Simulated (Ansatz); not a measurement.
# HfSi3: the cost of one run

Program: Ansatz 0.2.0. Level of theory: DFT PBE, scalar-relativistic, plane waves, PAW. These are calculated values, not measurements.

## (1) The starting structure

The structure is hexagonal, space group P6/mmm (No. 191). The conventional cell has a = 4.190 Å, b = 4.190 Å, c = 4.422 Å, α = 90.00°, β = 90.00°, γ = 120.00°. Around Hf (site symmetry 6/mmm) lie 8 Si at 2.21 to 2.42 Å. Si (site symmetry 6/mmm) is surrounded by 2 Hf at 2.21 Å. Si (site symmetry -6m2) is surrounded by 3 Hf at 2.42 Å and 3 Si at 2.42 Å.

Structure file:

```xyz
4
Lattice="4.1900 0.0000 0.0000 -2.0950 3.6286 0.0000 0.0000 0.0000 4.4221" Properties=species:S:1:pos:R:3 pbc="T T T"
Hf    0.0000    0.0000    0.0000
Si    0.0000    0.0000    2.2110
Si    0.0000    2.4191    0.0000
Si    2.0950    1.2095    0.0000
```

This is candidate A: Li3N type (P6/mmm, No. 191).

(A quick probe on a coarse mesh, which set the mesh and smearing, is not shown.)

## (3) Rough relaxation on the coarse mesh (candidate A)

The input, input.yaml:

```yaml
crystal:
  lattice:
    - [4.1899643154, 0.0, 0.0]
    - [-2.0949821577, 3.6286155382, 0.0]
    - [0.0, 0.0, 4.4220725379]
  atoms:
    - { symbol: Hf, position: [0.0, 0.0, 0.0] }
    - { symbol: Si, position: [0.0, 0.0, 0.5] }
    - { symbol: Si, position: [0.3333333333, 0.6666666667, 0.0] }
    - { symbol: Si, position: [0.6666666667, 0.3333333333, 0.0] }
basis:
  ecutwfc: 420
kpoints:
  mp_grid: { grid: [6, 6, 4] }
hamiltonian:
  xc: pbe
scf:
  occupations: { method: gaussian, width: 0.1 }
  lower_state_search: "off"
output:
  forces: true
  stress: true
  eigenvalues: true
relax:
  adjacent_minimum: "off"
  f_tol: 0.04
  max_steps: 70
  cell: { stress_tol: 0.4 }
```

Run with:

```console
ansatz run input.yaml --threads 1 --pin off --max-ram 2560MiB --backend cpu --events-out ev --progress --plain --runs-dir out
```

**Question.** How long does this run take on 1 thread of Arm Neoverse V1, shared host, and how much memory does it need?

About 23 s, with a peak of 0.37 GiB.
